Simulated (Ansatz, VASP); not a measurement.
InP in VASP and in Ansatz

```
In P
1.0
     0.00000    2.72823    2.72823
     2.72823    0.00000    2.72823
     2.72823    2.72823    0.00000
In P
1 1
Direct
  0.00000 0.00000 0.00000
  0.50000 0.50000 0.50000
```

Measurements of this composition are mostly on another form, of space group No. 216.

Alike in both runs: functional PBEsol; k mesh 12 × 12 × 12; occupations gaussian, width 0.1 eV; no spin polarisation.

Ansatz relaxed the structure, and its values are those at the end. VASP's run is a single point on that final structure, the one shown.

|  | VASP | Ansatz |
| --- | --- | --- |
| version | VASP 6.6.1 | Ansatz 0.2.0 |
| potentials or method | VASP PAW PBE potentials, release 64 (In_d, P) | scalar-relativistic, plane waves, PAW |
| plane-wave cutoff (eV) | 520 | 420 |
| valence electrons in the cell | 18 | 18 |

```tsv
	VASP	Ansatz	Ansatz less VASP
gap on the k mesh at the Fermi level (eV)	none	none	-
pressure (GPa)	0.0	0.0	-0.05
```

A gap of «none» marks a metal or a gap that the smearing closes. The functional is the same, so the differences come from potentials, cutoffs and numerics.

Caveats: the PAW data sets were made with another functional, which shifts forces and pressure a little (VASP).
